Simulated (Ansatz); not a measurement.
hcp against fcc along group 5

These are results of DFT, BLYP, plane waves (420 eV) with PAW, scalar-relativistic (Ansatz), not measurements. (PAW data from PBE, frozen cores regenerated.)

Each structure is relaxed within its symmetry, in the lowest magnetic state of the tried starts. Differences under about 8 meV lie within the error of the k-point mesh.

```json
{"element": "V", "E(hcp) − E(fcc) (meV/atom)": "-5", "V(hcp) (Å³/atom)": "14.29", "V(fcc) (Å³/atom)": "14.32", "state of hcp": "spin not included", "state of fcc": "spin not included"}
{"element": "Nb", "E(hcp) − E(fcc) (meV/atom)": "-43", "V(hcp) (Å³/atom)": "19.44", "V(fcc) (Å³/atom)": "19.50", "state of hcp": "spin not included", "state of fcc": "spin not included"}
{"element": "Ta", "E(hcp) − E(fcc) (meV/atom)": "22", "V(hcp) (Å³/atom)": "19.36", "V(fcc) (Å³/atom)": "19.39", "state of hcp": "spin not included", "state of fcc": "spin not included"}
```
